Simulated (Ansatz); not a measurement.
**Mg2Sn**

Computed with Ansatz (plane waves, PAW, 420 eV cutoff): PBE, scalar-relativistic, no spin polarisation, 10×10×10 k-mesh, Gaussian smearing of 0.05 eV; PAW files: Ansatz's generated set soft_2.

```xyz
3
Lattice="0.0000 3.4081 3.4081 3.4081 0.0000 3.4081 3.4081 3.4081 0.0000" Properties=species:S:1:pos:R:3 pbc="T T T"
Mg    1.7040    1.7040    1.7040
Mg    5.1121    5.1121    5.1121
Sn    0.0000    0.0000    0.0000
```

The chain of runs began from a cell as deposited in COD, expanded in volume.

The run above is the reference. The same cell was run again with other input settings; several of them aren't fit for production, so the rows show the settings' effect and aren't properties of the material.

```tsv
keys changed	outcome	ΔE (meV/atom)	P (GPa)	gap on the mesh (eV)	cell moment (μB)	largest force component (eV/Å)	SCF iterations	rough core-seconds	new warnings
none (reference)	converged	0.0	0.0	metal	–	0.000	–	–	–
scf.occupations.width: 0.05 → null; scf.occupations.method: "gaussian" → "tetrahedron_uncorrected"; scf.convergence.dr2_threshold: 1e-05	converged	0.4	0.0	metal	–	0.000	6	4	band table not solved further; force scf threshold loose; stress scf threshold loose
accuracy: "low"; kpoints.mp_grid.grid: [10, 10, 10] → [8, 8, 8]	converged	1.3	0.0	metal	–	0.000	6	2.3	–
scf.occupations.method: "gaussian" → "cold"; scf.occupations.width: 0.05 → 0.005; kpoints.mp_grid.grid: [10, 10, 10] → [3, 3, 3]	converged	197.0	-0.3	0.04	–	0.000	5	0.8	–
basis.ecutwfc: 420 → "600 eV"	converged	-0.4	0.0	metal	–	0.000	6	5	–
scf.n_extra_bands: 8; crystal.symmetry: {"detect": false}	converged	0.0	0.0	metal	–	0.000	6	60	–
```

ΔE is the energy with the smearing extrapolated to zero. It is left out where the change alters the Hamiltonian or the spin treatment. The varied runs start from atomic densities (corrected by the program's trained start where that serves), with the default search for lower states unless a row changes it.

Task: What happens with these changes: hamiltonian.dispersion: "d4"; scf.mixing.preconditioner: "ldos"?

Result: outcome converged, P (GPa) -1.4, gap on the mesh (eV) metal, largest force component (eV/Å) 0.000, SCF iterations 6, rough core-seconds 4.

The pair part of a dispersion correction pulls inward (a three-body part mostly pushes out), and in metals and ionic crystals with large ions it often overbinds.

1 further run (cut off, refused for memory, with changed atoms or starts, or in doubt) is left out.
